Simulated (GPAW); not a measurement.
# NiO (Fm-3m) in GPAW: notebook, part 2 of 3

GPAW 26.7.0. The steps go on from the part before.

## 3. Band structure, RPBE, collinear spin, ferromagnetic start

run.py

```python
from ase.dft.bandgap import bandgap
from ase.io import read, write
from ase.units import GPa
from gpaw import GPAW, PW

atoms = read('NiO.xyz')
atoms.set_initial_magnetic_moments([1.0, 0.0])

calc = GPAW(mode=PW(800),
            xc='RPBE',
            kpts={'size': (11, 11, 11), 'gamma': True},
            occupations={'name': 'fermi-dirac', 'width': 0.05},
            nbands=22,
            convergence={'density': 1e-05, 'energy': 1e-05},
            maxiter=150,
            txt='gpaw.txt')
atoms.calc = calc
energy = atoms.get_potential_energy()
forces = atoms.get_forces()
stress = atoms.get_stress()
calc.write('gs.gpw')
write('result.traj', atoms)
print(f'Energy: {energy:.6f} eV')
print('Forces (eV/A):')
print(forces.round(4))
print('Stress (GPa):', (stress / GPa).round(3))
print('Moments:', calc.get_magnetic_moments().round(3))
print('Fermi level:', round(calc.get_fermi_level(), 4), 'eV')
print(f'Gap: {bandgap(calc)[0]:.4f} eV, direct: {bandgap(calc, direct=True)[0]:.4f} eV')

path = atoms.cell.bandpath('GXWKGLUWLK,UX', npoints=60, eps=1e-4)
bs_calc = calc.fixed_density(kpts=path, symmetry='off', nbands=31,
                             convergence={'bands': 'CBM+6.0', 'eigenstates': 1e-6}, txt='bands.txt')
bs = bs_calc.band_structure()
bs.write('bs.json')
print(f'Gap on the path: {bandgap(bs_calc)[0]:.4f} eV')
```

NiO.xyz

```xyz
2
Lattice="0.0000000000 2.0859016414 2.0859016414 2.0859016414 0.0000000000 2.0859016414 2.0859016414 2.0859016414 0.0000000000" Properties=species:S:1:pos:R:3 pbc="T T T"
Ni     0.0000000000      0.0000000000      0.0000000000
O      2.0859016414      2.0859016414      2.0859016414
```

Potentials or basis: the program's PAW data sets (release 1.2.1) made for this functional, pw.

Run with:

```bash
$ OMP_NUM_THREADS=1 python run.py
```

gpaw.txt:

```text
__  _  _
 | _ |_)|_||  |
 |__||  | ||/\| - 26.7.0

Input parameters:
  mode=PW(ecut=800.0),
  convergence={'density': 1e-05, 'energy': 1e-05},
  kpts=MonkhorstPack(size=(11, 11, 11), gamma=True),
  maxiter=150,
  nbands=22,
  occupations=Occupations(name='fermi-dirac', width=0.05),
  xc=XC(name='RPBE')

Diagonalizing LCAO Hamiltonian
Converting LCAO to pw mode

              O

       Ni

Atoms  # Å, Bohr magnetons
|   | symbol |        x |        y |        z |    initial magnetic moments |
|---|--------|----------|----------|----------|-----------------------------|
| 0 |     Ni | 0.000000 | 0.000000 | 0.000000 | ( 0.0000,  0.0000,  1.0000) |
| 1 |      O | 2.085902 | 2.085902 | 2.085902 | ( 0.0000,  0.0000,  0.0000) |

Unit cell  # Å
| periodic |        x |        y |        z |  lengths |    angles |
|----------|----------|----------|----------|----------|-----------|
|      yes | 0.000000 | 2.085902 | 2.085902 | 2.949910 | 60.000000 |
|      yes | 2.085902 | 0.000000 | 2.085902 | 2.949910 | 60.000000 |
|      yes | 2.085902 | 2.085902 | 0.000000 | 2.949910 | 60.000000 |

Number of symmetries: 48
Symmetry operations  # r_c * U_cc + t_c -> r_c
|    | kind |            matrix            |
|----|------|------------------------------|
|  0 |  σ   |  1, 0, 0,  1, 0,-1,  1,-1, 0 |
|  1 |  C2  |  1, 0, 0,  1,-1, 0,  1, 0,-1 |
|  2 |  E   |  1, 0, 0,  0, 1, 0,  0, 0, 1 |
|  3 |  σ   |  1, 0, 0,  0, 0, 1,  0, 1, 0 |
|  4 |  C4  |  1, 0,-1,  1, 0, 0,  1,-1, 0 |
|  5 |  S6  |  1, 0,-1,  1,-1, 0,  1, 0, 0 |
|  6 |  σ   |  1, 0,-1,  0, 1,-1,  0, 0,-1 |
|  7 |  C3  |  1, 0,-1,  0, 0,-1,  0, 1,-1 |
|  8 |  S6  |  1,-1, 0,  1, 0, 0,  1, 0,-1 |
|  9 |  C4  |  1,-1, 0,  1, 0,-1,  1, 0, 0 |
| 10 |  C3  |  1,-1, 0,  0,-1, 1,  0,-1, 0 |
| 11 |  σ   |  1,-1, 0,  0,-1, 0,  0,-1, 1 |
| 12 |  σ   |  0, 1, 0,  1, 0, 0,  0, 0, 1 |
| 13 |  C4  |  0, 1, 0,  0, 1,-1, -1, 1, 0 |
| 14 |  C3  |  0, 1, 0,  0, 0, 1,  1, 0, 0 |
| 15 |  S6  |  0, 1, 0, -1, 1, 0,  0, 1,-1 |
| 16 |  C2  |  0, 1,-1,  1, 0,-1,  0, 0,-1 |
| 17 |  σ   |  0, 1,-1,  0, 1, 0, -1, 1, 0 |
| 18 |  S4  |  0, 1,-1,  0, 0,-1,  1, 0,-1 |
| 19 |  C4  |  0, 1,-1, -1, 1, 0,  0, 1, 0 |
| 20 |  C3  |  0, 0, 1,  1, 0, 0,  0, 1, 0 |
| 21 |  σ   |  0, 0, 1,  0, 1, 0,  1, 0, 0 |
| 22 |  S6  |  0, 0, 1,  0,-1, 1, -1, 0, 1 |
| 23 |  C4  |  0, 0, 1, -1, 0, 1,  0,-1, 1 |
| 24 |  S4  |  0, 0,-1,  1, 0,-1,  0, 1,-1 |
| 25 |  C3  |  0, 0,-1,  0, 1,-1,  1, 0,-1 |
| 26 |  C2  |  0, 0,-1,  0,-1, 0, -1, 0, 0 |
| 27 |  S6  |  0, 0,-1, -1, 0, 0,  0,-1, 0 |
| 28 |  S4  |  0,-1, 1,  1,-1, 0,  0,-1, 0 |
| 29 |  C4  |  0,-1, 1,  0, 0, 1, -1, 0, 1 |
| 30 |  C2  |  0,-1, 1,  0,-1, 0,  1,-1, 0 |
| 31 |  σ   |  0,-1, 1, -1, 0, 1,  0, 0, 1 |
| 32 |  C3  |  0,-1, 0,  1,-1, 0,  0,-1, 1 |
| 33 |  S6  |  0,-1, 0,  0, 0,-1, -1, 0, 0 |
| 34 |  S4  |  0,-1, 0,  0,-1, 1,  1,-1, 0 |
| 35 |  C2  |  0,-1, 0, -1, 0, 0,  0, 0,-1 |
| 36 |  C2  | -1, 1, 0,  0, 1, 0,  0, 1,-1 |
| 37 |  S6  | -1, 1, 0,  0, 1,-1,  0, 1, 0 |
| 38 |  S4  | -1, 1, 0, -1, 0, 1, -1, 0, 0 |
| 39 |  C3  | -1, 1, 0, -1, 0, 0, -1, 0, 1 |
| 40 |  S6  | -1, 0, 1,  0, 0, 1,  0,-1, 1 |
| 41 |  C2  | -1, 0, 1,  0,-1, 1,  0, 0, 1 |
| 42 |  C3  | -1, 0, 1, -1, 1, 0, -1, 0, 0 |
| 43 |  S4  | -1, 0, 1, -1, 0, 0, -1, 1, 0 |
| 44 |  C2  | -1, 0, 0,  0, 0,-1,  0,-1, 0 |
| 45 |  i   | -1, 0, 0,  0,-1, 0,  0, 0,-1 |
| 46 |  σ   | -1, 0, 0, -1, 1, 0, -1, 0, 1 |
| 47 |  C2  | -1, 0, 0, -1, 0, 1, -1, 1, 0 |

BZ-sampling:
  Number of BZ points: 1331
  Number of IBZ points: 56

  Monkhorst-Pack size: [11, 11, 11]
  Monkhorst-Pack shift: [0, 0, 0]

K-points  # in reciprocal-cell coordinates
|     |                                coordinates |     weight |
|-----|--------------------------------------------|------------|
|   0 | (  0.00000000,   0.00000000,   0.00000000) | 0.00075131 |
|   1 | (  0.09090909,   0.09090909,   0.00000000) | 0.00450789 |
|   2 | (  0.09090909,   0.09090909,   0.09090909) | 0.00601052 |
|   3 | (  0.18181818,   0.09090909,   0.09090909) | 0.00901578 |
|   4 | (  0.18181818,   0.18181818,   0.00000000) | 0.00450789 |
|   5 | (  0.18181818,   0.18181818,   0.09090909) | 0.01803156 |
|   6 | (  0.18181818,   0.18181818,   0.18181818) | 0.00601052 |
|   7 | (  0.27272727,   0.18181818,   0.09090909) | 0.01803156 |
|   8 | (  0.27272727,   0.18181818,   0.18181818) | 0.01803156 |
|   9 | (  0.27272727,   0.27272727,   0.00000000) | 0.00450789 |
| ... |                                            |            |
|  55 | (  0.45454545,   0.45454545,   0.45454545) | 0.00601052 |

Plane wave coefficients: 950
Cutoff: 800.0 eV

Spin-components: 2 (collinear spins)
Bands:           22
Projectors:      11
Spin-degeneracy: 1
Datatype:        complex128

Parallelization:
  kpt:    1
  domain: 1
  band:   1

Density:
  Valence electrons: 22.0
  Components: 2
  Grid points: [20 20 20]
  Charge: 0.0  # |e|

Potential:
  Grid points: [20 20 20]

species:
  Ni:
    name:    Nickel
    Z:       28.0
    valence: 16
    core:    12
    charge:  0.0  # [|e|]
    compensation charges:
      type: gauss
      rc: 0.36  # [Å]
      lmax: 2
    cutoffs:
      filter: 2.14  # [Å]
      core: 1.98  # [Å]
    projectors
    | kind |    occ | energy [eV] | rcut [Å] |
    |------|--------|-------------|----------|
    |   4s |  2.000 |      -5.557 |    1.164 |
    |   3p |  6.000 |     -71.403 |    1.207 |
    |   4p |  0.000 |      -1.222 |    1.207 |
    |   3d |  8.000 |      -8.814 |    1.138 |
    |    s |        |      21.654 |    1.164 |
    |    d |        |      18.397 |    1.138 |

    Using partial waves for Ni as LCAO basis

  O:
    name:    Oxygen
    Z:       8.0
    valence: 6
    core:    2
    charge:  0.0  # [|e|]
    compensation charges:
      type: gauss
      rc: 0.21  # [Å]
      lmax: 2
    cutoffs:
      filter: 1.17  # [Å]
      core: 0.83  # [Å]
    projectors
    | kind |    occ | energy [eV] | rcut [Å] |
    |------|--------|-------------|----------|
    |   2s |  2.000 |     -24.041 |    0.688 |
    |   2p |  4.000 |      -8.984 |    0.598 |
    |    s |        |       3.170 |    0.688 |
    |    p |        |      18.228 |    0.598 |
    |    d |        |       0.000 |    0.619 |

    Using partial waves for O as LCAO basis

Reference energy: -43416.493437  # eV

eigensolver:
  PPCG
  Converge bands: occupied
  niter=2

density mixing:
  MSR1-Mixer
  Pratt-step length: 0.05
  Maximum mixing coefficient: 0.75
  Old densities: 10
  SVD Regularization: 0.005
  Good broyden scale: 1.0
  Trust region scale: 1.0
  Backstep threshold: 4.0
  History deletion threshold: 6.0
  Fourier metric: weight=20.0, sigma=0.015

occupation numbers:
  Fermi-Dirac:
    width: 0.0500  # eV

poisson solver:
  ecut: 6400.0  # eV

xc functional:
  name: RPBE with 2 nearest neighbor stencil

convergence criteria:
- Maximum integral of absolute [dens]ity change: 1e-05 electrons / valence electron
- Maximum [total energy] change in last 3 cyles: 1e-05 eV / valence electron
- Maximum integral of absolute [eigenst]ate change: 4e-08 eV^2 / valence electron
maximum number of iterations: 150

SCF iterations
|iter     | |      energy | eigst |  dens |  magmom |
|---------|-|-------------|-------|-------|---------|
|iter:   1| |  -12.681478 | +0.13 |       |  +1.0004|
|iter:   2| |  -12.570057 | -2.33 | -1.13 |  +0.9948|
|iter:   3| |  -12.346091 | -2.22 | -1.17 |  +0.8992|
|iter:   4| |  -12.386138 | -2.73 | -1.66 |  +0.9256|
|iter:   5| |  -12.352614 | -3.59 | -1.75 |  +0.9247|
|iter:   6| |  -12.386995 | -3.46 | -1.96 |  +1.0391|
|iter:   7| |  -12.432424 | -2.97 | -1.99 |  +1.3826|
|iter:   8| |  -12.441692 | -2.95 | -1.79 |  +1.7957|
|iter:   9| |  -12.446185 | -3.00 | -2.03 |  +1.6155|
|iter:  10| |  -12.451809 | -3.67 | -2.38 |  +1.8925|
|iter:  11| |  -12.452928 | -4.30 | -2.59 |  +1.7807|
|iter:  12| |  -12.453184 | -4.80 | -2.98 |  +1.8492|
|iter:  13| |  -12.453137 | -5.11 | -2.92 |  +1.7981|
|iter:  14| |  -12.453245c| -6.25 | -3.59 |  +1.8108|
|iter:  15| |  -12.453214c| -7.11 | -4.09 |  +1.8062|
|iter:  16| |  -12.453230c| -7.84c| -4.26 |  +1.8084|
|iter:  17| |  -12.453229c| -8.60c| -5.34c|  +1.8082|

Converged in 17 steps
Energy contributions relative to reference atoms: (reference = -43416.493437)

Energy contributions:
  Kinetic:          28.878243
  Coulomb:         -24.454306
  Zero:              0.294541
  External:          0.000000
  Xc:              -17.167808
  Entropy:          -0.007800
  Spinorbit:         0.000000
  ----------------------------
  Free energy:     -12.457129
  Extrapolated:    -12.453229

dipole moment: (-8.363290, -8.363290, -8.363290)  # |e|*Ang

Total magnetic moment: (0.000000, 0.000000, 1.808240)

Local magnetic moments
|        x |        y |        z |
|----------|----------|----------|
| 0.000000 | 0.000000 | 1.507555 |  # Ni   0
| 0.000000 | 0.000000 | 0.215099 |  # O    1

Fermi level: 8.351
Eigenvalues  # (at kpt = [0.000, 0.000, 0.000])
| band index |      eig [eV] | occ [0-1] |      eig [eV] | occ [0-1] |
|------------|---------------|-----------|---------------|-----------|
|          0 |       -56.615 |     1.000 |       -54.750 |     1.000 |
|        ... |               |           |               |           |
|          4 |         5.077 |     1.000 |         5.715 |     1.000 |
|          5 |         5.077 |     1.000 |         5.715 |     1.000 |
|          6 |         5.192 |     1.000 |         5.715 |     1.000 |
|          7 |         5.192 |     1.000 |         6.429 |     1.000 |
|          8 |         5.192 |     1.000 |         6.429 |     1.000 |
|          9 |         5.585 |     1.000 |         6.429 |     1.000 |
[... 8 lines left out ...]
|         18 |        30.369 |     0.000 |        30.875 |     0.000 |
|         19 |        30.369 |     0.000 |        30.875 |     0.000 |
|        ... |               |           |               |           |
|         21 |        33.903 |     0.000 |        34.604 |     0.000 |

No gap
No difference between direct/indirect transitions

Forces  # eV/Ang
|       x |        y |        z |
|---------|----------|----------|
| 0.00000 |  0.00000 |  0.00000 |  # Ni   0
| 0.00000 | -0.00000 | -0.00000 |  # O    1

Stress tensor  # eV/Ang^3
|         x |         y |         z |
|-----------|-----------|-----------|
| -0.109398 | -0.000000 |  0.000000 |
| -0.000000 | -0.109398 |  0.000000 |
|  0.000000 |  0.000000 | -0.109398 |

# Writing to gs.gpw (mode='')
```

Run time: 92 s. Hardware: 1 thread of Arm Neoverse V1, shared host; peak memory 0.28 GiB.

Results:

- Free energy: -12.4571 eV
- Pressure: 17.5 GPa
- Band gap along the path: none (metal or under the smearing width)
- Net moment: 1.81 μB per cell
- Site moments: Ni +1.51; O +0.22 μB

Levels at the corners of the path, in eV from the Fermi level:
Spin up:
```
point  band 8  band 9  band 10  band 11  band 12  band 13
    Γ   -3.16   -3.16    -2.77    -2.77    -2.77     1.37
    X   -3.66   -2.92    -2.35    -1.72    -1.72     6.01
    W   -2.49   -1.99    -1.99    -1.72    -1.34     8.38
    K   -2.72   -1.96    -1.85    -1.61    -1.26     7.66
    Γ   -3.16   -3.16    -2.77    -2.77    -2.77     1.37
    L   -2.04   -2.04    -1.49     0.24     0.24     5.40
    U   -2.72   -1.96    -1.85    -1.61    -1.26     7.66
    W   -2.49   -1.99    -1.99    -1.72    -1.34     8.38
    L   -2.04   -2.04    -1.49     0.24     0.24     5.40
    K   -2.72   -1.96    -1.85    -1.61    -1.26     7.66
    U   -2.72   -1.96    -1.85    -1.61    -1.26     7.66
    X   -3.66   -2.92    -2.35    -1.72    -1.72     6.01
```
Spin down:
```tsv
point	band 8	band 9	band 10	band 11	band 12	band 13
Γ	-1.92	-1.92	-1.92	-0.52	-0.52	1.72
X	-2.94	-0.78	-0.78	-0.06	0.49	6.48
W	-1.14	-1.14	-0.77	0.36	1.10	8.95
K	-1.72	-0.92	-0.69	0.62	1.12	8.13
Γ	-1.92	-1.92	-1.92	-0.52	-0.52	1.72
L	-0.98	-0.98	-0.60	2.36	2.36	5.56
U	-1.72	-0.92	-0.69	0.62	1.12	8.13
W	-1.14	-1.14	-0.77	0.36	1.10	8.95
L	-0.98	-0.98	-0.60	2.36	2.36	5.56
K	-1.72	-0.92	-0.69	0.62	1.12	8.13
U	-1.72	-0.92	-0.69	0.62	1.12	8.13
X	-2.94	-0.78	-0.78	-0.06	0.49	6.48
```

Caveat: the stock nickel data set gives pressures a few GPa off other programs; so large a pressure means that the cell lies far from this level's equilibrium, or that cutoff or potentials fall short; a cell with one magnetic atom can't hold antiferromagnetic order, which such compounds often take; semilocal functionals often make such compounds metallic where correlation or magnetic order opens a gap, which also shifts bond lengths.

(Continued in part 3 of 3.)
